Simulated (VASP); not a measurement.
# ZnO (zincite): cell size and functional

Which functional gives which lattice for ZnO (zincite)? The starting structure is a measured crystal structure from the Crystallography Open Database. The first relaxation on each setting starts from this cell expanded by 3 % in volume.

Calculated with VASP 6.6.1; Kohn-Sham DFT with plane waves and PAW; PBEsol, LDA, PBE, PBEsol + D3(BJ), r2SCAN, r2SCAN + rVV10, rev-vdW-DF2 and RPBE.

## Step 1: Starting point

The structure is hexagonal, space group P6_3mc (No. 186). The conventional cell has a = 3.249 Å, b = 3.249 Å, c = 5.206 Å, α = 90.00°, β = 90.00°, γ = 120.00°. Zn has 4 O at 1.97 to 1.98 Å nearest. Nearest to O lie 4 Zn at 1.97 to 1.98 Å. Farther neighbours and most contacts between anions are not listed.

As a file:

```xyz
4
Lattice="3.2493 0.0000 0.0000 -1.6247 2.8140 0.0000 0.0000 0.0000 5.2057" Properties=species:S:1:pos:R:3 pbc="T T T"
Zn    1.6247    0.9380    0.0000
Zn    0.0000    1.8760    2.6029
O     0.0000    1.8760    4.5759
O     1.6247    0.9380    1.9730
```

## Step 2: Relaxation with PBEsol

PBEsol restores the gradient expansion of exchange and is tuned for the cells of solids. This run starts from the cell of an earlier relaxation, which isn't shown; the restart sets up the plane waves anew.

INCAR reads:

```
SYSTEM = ZnO
PREC = Accurate
ENCUT = 520
EDIFF = 1E-06
NELM = 100
ISMEAR = 0
SIGMA = 0.03
LREAL = .FALSE.
ALGO = Normal
GGA = PS
NBANDS = 24
LORBIT = 11
LWAVE = .FALSE.
LCHARG = .FALSE.
KPAR = 8
IBRION = 2
NSW = 50
ISIF = 3
EDIFFG = -0.006
```

POSCAR reads:

```
ZnO
1.0
    3.2381619423      0.0000000000      0.0000000000
   -1.6190809712      2.8043305036      0.0000000000
    0.0000000000      0.0000000000      5.2264561981
Zn O
2 2
Direct
    0.6666666667      0.3333333333      0.0000527707
    0.3333333333      0.6666666667      0.5000527707
    0.3333333333      0.6666666667      0.8789572293
    0.6666666667      0.3333333333      0.3789572293
```

KPOINTS reads:

```
Automatic mesh
0
Gamma
9 9 4
0 0 0
```

PAW data sets: Zn and O (PBE family, release 64).

The run is started by

```bash
$ mpirun -np 8 vasp_std
```

What it wrote:

```text
[banner, memory and clock lines left out]
running    8 mpi-ranks, on    1 nodes
 distrk:  each k-point on    1 cores,    8 groups
 distr:  one band on    1 cores,    1 groups

 POSCAR found type information on POSCAR ZnO
 POSCAR found :  2 types and       4 ions
|                                                                             |
|           W    W    AA    RRRRR   N    N  II  N    N   GGGG   !!!           |
|           W    W   A  A   R    R  NN   N  II  NN   N  G    G  !!!           |
|           W    W  A    A  R    R  N N  N  II  N N  N  G       !!!           |
|           W WW W  AAAAAA  RRRRR   N  N N  II  N  N N  G  GGG   !            |
|           WW  WW  A    A  R   R   N   NN  II  N   NN  G    G                |
|           W    W  A    A  R    R  N    N  II  N    N   GGGG   !!!           |
|                                                                             |
|     For optimal performance we recommend to set                             |
|       NCORE = 2 up to number-of-cores-per-socket                            |
|     NCORE specifies how many cores store one orbital (NPAR=cpu/NCORE).      |
|     This setting can greatly improve the performance of VASP for DFT.       |
|     The default, NCORE=1 might be grossly inefficient on modern             |
|     multi-core architectures or massively parallel machines. Do your        |
|     Unfortunately you need to use the default for GW and RPA                |
|     calculations (for HF NCORE is supported but not extensively tested      |
|     yet).                                                                   |
|                                                                             |

|                                                                             |
|               ----> ADVICE to this user running VASP <----                  |
|                                                                             |
|     You enforced a specific xc type in the INCAR file but a different       |
|     [... a line on the potential file left out ...]
|     I HOPE YOU KNOW WHAT YOU ARE DOING!                                     |
|                                                                             |

 LDA part: xc-table for (Slater+PW92), standard interpolation
 POSCAR, INCAR and KPOINTS ok, starting setup
 FFT: planning ... GRIDC
 FFT: planning ... GRID_SOFT
 FFT: planning ... GRID
 WAVECAR not read
 entering main loop
       N       E                     dE             d eps       ncg     rms          rms(c)
DAV:   1     0.281214018696E+03    0.28121E+03   -0.18427E+04  1728   0.218E+03
DAV:   2     0.509997661838E+01   -0.27611E+03   -0.26177E+03  1904   0.423E+02
DAV:   3    -0.217940828257E+02   -0.26894E+02   -0.26698E+02  2000   0.140E+02
DAV:   4    -0.222090503502E+02   -0.41497E+00   -0.41477E+00  1976   0.183E+01
DAV:   5    -0.222116243465E+02   -0.25740E-02   -0.25740E-02  1976   0.136E+00    0.141E+01
DAV:   6    -0.193079876638E+02    0.29036E+01   -0.77619E+00  3032   0.654E+01    0.910E+00
DAV:   7    -0.194519377094E+02   -0.14395E+00   -0.23799E+00  1808   0.169E+01    0.538E+00
DAV:   8    -0.194551985901E+02   -0.32609E-02   -0.59227E-01  2432   0.744E+00    0.163E+00
DAV:   9    -0.194055945170E+02    0.49604E-01   -0.11166E-01  2640   0.640E+00    0.358E-01
DAV:  10    -0.194076413021E+02   -0.20468E-02   -0.41948E-02  1752   0.146E+00    0.121E-01
DAV:  11    -0.194076095827E+02    0.31719E-04   -0.96211E-04  2320   0.367E-01    0.285E-02
DAV:  12    -0.194076381980E+02   -0.28615E-04   -0.56662E-05  2360   0.141E-01    0.228E-02
DAV:  13    -0.194076346077E+02    0.35903E-05   -0.14155E-05  2400   0.864E-02    0.865E-03
DAV:  14    -0.194076343623E+02    0.24533E-06   -0.57418E-06  1792   0.294E-02
   1 F= -.19407634E+02 E0= -.19407634E+02  d E =-.194076E+02
 curvature:   0.00 expect dE= 0.000E+00 dE for cont linesearch  0.000E+00
 trial: gam= 0.00000 g(F)=  0.908E-06 g(S)=  0.372E-04 ort = 0.000E+00 (trialstep = 0.100E+01)
 search vector abs. value=  0.381E-04
 bond charge predicted
       N       E                     dE             d eps       ncg     rms          rms(c)
DAV:   1    -0.194081162691E+02   -0.48166E-03   -0.72125E-03  2040   0.158E+00    0.163E-01
DAV:   2    -0.194076799456E+02    0.43632E-03   -0.16222E-03  2064   0.834E-01    0.596E-02
DAV:   3    -0.194076403652E+02    0.39580E-04   -0.29094E-05  2392   0.129E-01    0.329E-02
DAV:   4    -0.194076246325E+02    0.15733E-04   -0.17222E-05  2616   0.679E-02    0.367E-03
DAV:   5    -0.194076247663E+02   -0.13379E-06   -0.43468E-06  1808   0.206E-02
   2 F= -.19407625E+02 E0= -.19407625E+02  d E =0.959603E-05
 trial-energy change:    0.000010  1 .order   -0.000009   -0.000038    0.000019
 step:   0.6628(harm=  0.6628)  dis= 0.00007  next Energy=   -19.407647 (dE=-0.126E-04)
 reached required accuracy - stopping structural energy minimisation
```

Run time: 5 s. Hardware: 8 MPI ranks of Intel Xeon 6975P-C (Granite Rapids), shared host; peak memory 1.5 GiB; 31 s of CPU time.

The logs omit lines about the potential files and the build; timing stands in the text.

Parts of OUTCAR (step 2):

```text
ion  position               nearest neighbor table
   1  0.667  0.333  0.000-   3 1.97   3 1.97   3 1.97   4 1.98
   2  0.333  0.667  0.500-   4 1.97   4 1.97   4 1.97   3 1.98
   3  0.333  0.667  0.879-   1 1.97   1 1.97   1 1.97   2 1.98
   4  0.667  0.333  0.379-   2 1.97   2 1.97   2 1.97   1 1.98

  LATTYP: Found a hexagonal cell.
 ALAT       =     3.2381619423
 C/A-ratio  =     1.6140194009

 Subroutine GETGRP returns: Found 12 space group operations
 (whereof  6 operations were pure point group operations)

The static configuration has the point symmetry C_3v.
 The point group associated with its full space group is C_6v.

 Found     36 irreducible k-points:

   k-points           NKPTS =     36   k-points in BZ     NKDIM =     36   number of bands    NBANDS=     24

   dimension x,y,z NGX =    24 NGY =   24 NGZ =   40
   dimension x,y,z NGXF=    48 NGYF=   48 NGZF=   80

   ENCUT  =  520.0 eV  38.22 Ry    6.18 a.u.   6.02  6.02  9.72*2*pi/ulx,y,z

   NELECT =      36.0000    total number of electrons

 k-points in reciprocal lattice and weights: Automatic mesh
   0.00000000  0.00000000  0.00000000       0.003
   0.11111111 -0.00000000  0.00000000       0.019
   0.22222222 -0.00000000  0.00000000       0.019
   0.33333333  0.00000000  0.00000000       0.019
   0.44444444 -0.00000000  0.00000000       0.019
   0.11111111  0.11111111  0.00000000       0.019
   0.22222222  0.11111111  0.00000000       0.037
   0.33333333  0.11111111  0.00000000       0.037
   0.44444444  0.11111111  0.00000000       0.019
[...]
0.33333333  0.22222222  0.50000000       0.037
   0.33333333  0.33333333  0.50000000       0.006

 average (electrostatic) potential at core
       1 -35.6214       2 -35.6214       3 -73.1686       4 -73.1686

 E-fermi :   1.3174

 k-point     1 :       0.0000    0.0000    0.0000
  band No.  band energies     occupation
    ...
     14       0.2855      2.00000
     15       0.2855      2.00000
     16       0.9989      2.00000
     17       1.0910      2.00000
     18       1.0910      2.00000
     19       1.7705      0.00000
     20       6.2215      0.00000
     21       9.1681      0.00000
     22      13.8899      0.00000
     23      13.8900      0.00000
    ...

 k-point     2 :       0.1111   -0.0000    0.0000
  band No.  band energies     occupation
    ...
     14      -0.1677      2.00000
     15       0.1192      2.00000
     16       0.3729      2.00000
     17       0.9163      2.00000
     18       1.0017      2.00000
     19       2.6545      0.00000
     20       6.7344      0.00000
     21       9.1581      0.00000
     22      12.6854      0.00000
     23      14.0091      0.00000
    ...

 k-point     3 :       0.2222   -0.0000    0.0000
  band No.  band energies     occupation
    ...
     14      -1.1753      2.00000
     15      -0.4425      2.00000
     16      -0.3010      2.00000
     17       0.6594      2.00000
     18       0.7637      2.00000
     19       3.9275      0.00000
     20       7.8093      0.00000
     21       9.1086      0.00000
     22      10.9760      0.00000
     23      12.8840      0.00000
    ...

  Total        0.0176319      0.0176319      0.0138952     -0.0000000      0.0000000      0.0000000
  in kB        0.5958730      0.5958730      0.4695918     -0.0000000      0.0000000      0.0000000
  external PRESSURE =       0.5537793 kB  Pullay stress =       0.0000000 kB

  energy-cutoff  :      520.00
  volume of cell :       47.41
      direct lattice vectors                 reciprocal lattice vectors
     3.236697407  0.000000000  0.000000000     0.308956901  0.178376350 -0.000000000
    -1.618348703  2.803062179  0.000000000    -0.000000000  0.356752700 -0.000000000
     0.000000000  0.000000000  5.225423938     0.000000000 -0.000000000  0.191372033

 POSITION                                       TOTAL-FORCE (eV/Angst)
 -----------------------------------------------------------------------------------
      1.61835      0.93435      0.00017         0.000000      0.000000      0.001595
     -0.00000      1.86871      2.61288         0.000000      0.000000      0.001595
     -0.00000      1.86871      4.59303        -0.000000     -0.000000     -0.001595
      1.61835      0.93435      1.98032        -0.000000     -0.000000     -0.001595
 -----------------------------------------------------------------------------------
    total drift:                                0.000000      0.000000     -0.000968

  FREE ENERGIE OF THE ION-ELECTRON SYSTEM (eV)
  ---------------------------------------------------
  free  energy   TOTEN  =       -19.4076247663 eV

  energy  without entropy=      -19.4076247663  energy(sigma->0) =      -19.40762477

 reached required accuracy - stopping structural energy minimisation

 total charge
# of ion       s       p       d       tot
------------------------------------------
    1        0.464   0.498   9.904  10.866
    2        0.464   0.498   9.904  10.866
    3        1.544   3.439   0.000   4.984
    4        1.544   3.439   0.000   4.984
--------------------------------------------------
tot          4.016   7.876  19.809  31.700

[... 3 further parts left out ...]
```

CONTCAR:

```
ZnO
   1.00000000000000
     3.2366974066456558    0.0000000000000261    0.0000000000000000
    -1.6183487033727826    2.8030621785185765    0.0000000000000000
     0.0000000000000000    0.0000000000000000    5.2254239378450027
  Zn              O
     2     2
Direct
     0.6666666667000030    0.3333333332999970    0.0000327457720900
     0.3333333332999970    0.6666666667000030    0.5000327457720900
     0.3333333332999970    0.6666666667000030    0.8789772542279110
     0.6666666667000030    0.3333333332999970    0.3789772542279110
```

The PAW data sets were made with PBE, which is usual practice but a small mismatch for other functionals. The run keeps the 12 symmetry operations of its start, so it cannot find a distortion of lower symmetry.

With PBEsol the relaxed cell holds 11.852 Å³ an atom, -0.40 % against the measured cell, with a = 3.237 Å and c = 5.225 Å. Pressures at 0.985 and 1.015 times this volume, from two more relaxations that aren't shown, give a bulk modulus of 142.3 GPa.

## Step 3: Relaxation with LDA

LDA, the lowest rung, knows the local density alone. This run starts from the cell of an earlier relaxation, which isn't shown; the restart sets up the plane waves anew.

INCAR, as its differences from that of step 2:

```diff
@@ -9,3 +9,3 @@
 ALGO = Normal
-GGA = PS
+GGA = CA
 NBANDS = 24
```

POSCAR reads:

```
ZnO
1.0
    3.1950534469      0.0000000000      0.0000000000
   -1.5975267235      2.7669974515      0.0000000000
    0.0000000000      0.0000000000      5.1658785923
Zn O
2 2
Direct
    0.6666666667      0.3333333333      0.0003167525
    0.3333333333      0.6666666667      0.5003167525
    0.3333333333      0.6666666667      0.8786932475
    0.6666666667      0.3333333333      0.3786932475
```

KPOINTS is that of step 2.

PAW data sets: Zn and O (LDA family, release 64).

The run is started by

```bash
$ mpirun -np 8 vasp_std
```

What it wrote:

```text
[banner, memory and clock lines left out]
running    8 mpi-ranks, on    1 nodes
[...]
[... a notice as in an earlier step ...]

 LDA part: xc-table for (Slater(with rela. corr.)+CA(PZ))
 , standard interpolation
 POSCAR, INCAR and KPOINTS ok, starting setup
[...]
entering main loop
       N       E                     dE             d eps       ncg     rms          rms(c)
DAV:   1     0.276785311964E+03    0.27679E+03   -0.18544E+04  1760   0.222E+03
DAV:   2     0.248086191906E+01   -0.27430E+03   -0.25973E+03  1904   0.421E+02
DAV:   3    -0.238325533849E+02   -0.26313E+02   -0.26124E+02  1952   0.139E+02
DAV:   4    -0.242305149351E+02   -0.39796E+00   -0.39778E+00  1984   0.179E+01
[...]
DAV:  13    -0.211582595926E+02   -0.18444E-05   -0.69577E-06  2120   0.791E-02    0.120E-02
DAV:  14    -0.211582575449E+02    0.20477E-05   -0.35184E-06  1816   0.192E-02    0.380E-03
DAV:  15    -0.211582573929E+02    0.15200E-06   -0.10269E-06   992   0.830E-03
   1 F= -.21158257E+02 E0= -.21158257E+02  d E =-.211583E+02
[...]
reached required accuracy - stopping structural energy minimisation
```

It took 3.2 s on 8 MPI ranks; peak memory 1.3 GiB; 19 s of CPU time.

Parts of OUTCAR (step 3):

```text
  Total        0.0200390      0.0200390      0.0160416     -0.0000000     -0.0000000      0.0000000
  in kB        0.7030000      0.7030000      0.5627662     -0.0000000     -0.0000000      0.0000000
  external PRESSURE =       0.6562554 kB  Pullay stress =       0.0000000 kB

 POSITION                                       TOTAL-FORCE (eV/Angst)
 -----------------------------------------------------------------------------------
      1.59753      0.92233      0.00164         0.000000      0.000000     -0.000501
     -0.00000      1.84466      2.58458        -0.000000      0.000000     -0.000501
     -0.00000      1.84466      4.53922         0.000000     -0.000000      0.000501
      1.59753      0.92233      1.95628        -0.000000      0.000000      0.000501
 -----------------------------------------------------------------------------------
    total drift:                                0.000001      0.000001     -0.000278

  FREE ENERGIE OF THE ION-ELECTRON SYSTEM (eV)
  ---------------------------------------------------
  free  energy   TOTEN  =       -21.1582573929 eV

  energy  without entropy=      -21.1582573929  energy(sigma->0) =      -21.15825739

[... 2 parts as in an earlier step ...]

[... 2 further parts left out ...]
[key lines of the parts left out:]
E-fermi :   1.4219
```

With LDA the relaxed cell holds 11.418 Å³ an atom, -4.05 % against the measured cell, with a = 3.195 Å and c = 5.166 Å. That is -3.67 % from PBEsol. Pressures at 0.985 and 1.015 times this volume, from two more relaxations that aren't shown, give a bulk modulus of 164.3 GPa.

## Step 4: Relaxation with PBE

PBE, the usual starting point, adds the gradient of the density.

INCAR, as its differences from that of step 3:

```diff
@@ -9,3 +9,3 @@
 ALGO = Normal
-GGA = CA
+GGA = PE
 NBANDS = 24
```

POSCAR reads:

```
ZnO
1.0
    3.2814814587      0.0000000000      0.0000000000
   -1.6407407294      2.8418463053      0.0000000000
    0.0000000000      0.0000000000      5.2572540255
Zn O
2 2
Direct
    0.6666666667      0.3333333333      0.0000000000
    0.3333333333      0.6666666667      0.5000000000
    0.3333333333      0.6666666667      0.8790100000
    0.6666666667      0.3333333333      0.3790100000
```

KPOINTS is that of step 3.

Potentials, in the order of the species: Zn and O (PBE family, release 64).

The run is started by

```bash
$ mpirun -np 8 vasp_std
```

What it wrote:

```text
[banner, memory and clock lines left out]
running    8 mpi-ranks, on    1 nodes
[...]
[... a notice as in an earlier step ...]

 LDA part: xc-table for (Slater+PW92), standard interpolation
 POSCAR, INCAR and KPOINTS ok, starting setup
[...]
entering main loop
       N       E                     dE             d eps       ncg     rms          rms(c)
DAV:   1     0.287019946040E+03    0.28702E+03   -0.18542E+04  1736   0.216E+03
DAV:   2     0.723692560439E+01   -0.27978E+03   -0.26531E+03  1880   0.423E+02
DAV:   3    -0.206501944840E+02   -0.27887E+02   -0.27655E+02  2024   0.140E+02
DAV:   4    -0.210975366878E+02   -0.44734E+00   -0.44711E+00  1952   0.188E+01
[...]
DAV:  13    -0.178529378171E+02   -0.90695E-05   -0.20497E-05  2176   0.976E-02    0.218E-02
DAV:  14    -0.178529308323E+02    0.69848E-05   -0.16151E-05  2328   0.468E-02    0.338E-03
DAV:  15    -0.178529307373E+02    0.95051E-07   -0.39854E-06  1784   0.167E-02
   1 F= -.17852931E+02 E0= -.17852931E+02  d E =-.178529E+02
[... from here on, the cycles between the ionic steps are left out ...]
   2 F= -.17856555E+02 E0= -.17856555E+02  d E =-.362467E-02
   3 F= -.17857398E+02 E0= -.17857398E+02  d E =-.446753E-02
   4 F= -.17857395E+02 E0= -.17857395E+02  d E =-.446460E-02
   5 F= -.17857466E+02 E0= -.17857466E+02  d E =-.705753E-04
   6 F= -.17857468E+02 E0= -.17857468E+02  d E =-.726251E-04
   7 F= -.17857498E+02 E0= -.17857498E+02  d E =-.300402E-04
   8 F= -.17857521E+02 E0= -.17857521E+02  d E =-.533989E-04
   9 F= -.17857525E+02 E0= -.17857525E+02  d E =-.571293E-04
  10 F= -.17857529E+02 E0= -.17857529E+02  d E =-.425219E-05
 trial-energy change:   -0.000004  1 .order   -0.000011   -0.000027    0.000006
 step:   0.7026(harm=  1.0796)  dis= 0.00041  next Energy=   -17.857531 (dE=-0.632E-05)
 reached required accuracy - stopping structural energy minimisation
```

Run time: 15 s. Hardware: 8 MPI ranks; peak memory 1.7 GiB.

From OUTCAR (step 4):

```text
  Total       -0.0011828     -0.0011828     -0.0037754      0.0000000     -0.0000000      0.0000000
  in kB       -0.0381703     -0.0381703     -0.1218407      0.0000000     -0.0000000      0.0000000
  external PRESSURE =      -0.0660605 kB  Pullay stress =       0.0000000 kB

 POSITION                                       TOTAL-FORCE (eV/Angst)
 -----------------------------------------------------------------------------------
      1.64336      0.94879      0.00029        -0.000000      0.000000     -0.002237
     -0.00000      1.89758      2.65367         0.000000      0.000000     -0.002237
     -0.00000      1.89758      4.66441         0.000000     -0.000000      0.002237
      1.64336      0.94879      2.01103        -0.000000     -0.000000      0.002237
 -----------------------------------------------------------------------------------
    total drift:                               -0.000001     -0.000001     -0.000999

  FREE ENERGIE OF THE ION-ELECTRON SYSTEM (eV)
  ---------------------------------------------------
  free  energy   TOTEN  =       -17.8575293446 eV

  energy  without entropy=      -17.8575293446  energy(sigma->0) =      -17.85752934

[... 2 parts as in an earlier step ...]

[... 2 further parts left out ...]
[key lines of the parts left out:]
E-fermi :   1.0059
```

Logs of long relaxations may skip ionic steps without a mark.

With PBE the relaxed cell holds 12.411 Å³ an atom, +4.30 % against the measured cell, with a = 3.287 Å and c = 5.307 Å. That is +4.72 % from PBEsol. Pressures at 0.985 and 1.015 times this volume, from two more relaxations that aren't shown, give a bulk modulus of 129.3 GPa.

[end of part 1 of 3]

[Lines on the potential files, build, host, timing and source positions are cut from VASP's logs without a mark.]

[Logs are printed without paths, hosts, clocks, repeated set-up lines and the standing remarks that a program may print on its own settings, such as how far it seeks lower states.]

[Hosts, paths, dates, database ids (printed as entryN), source tags and the programs' standing remarks are cut or masked in the printed files.]
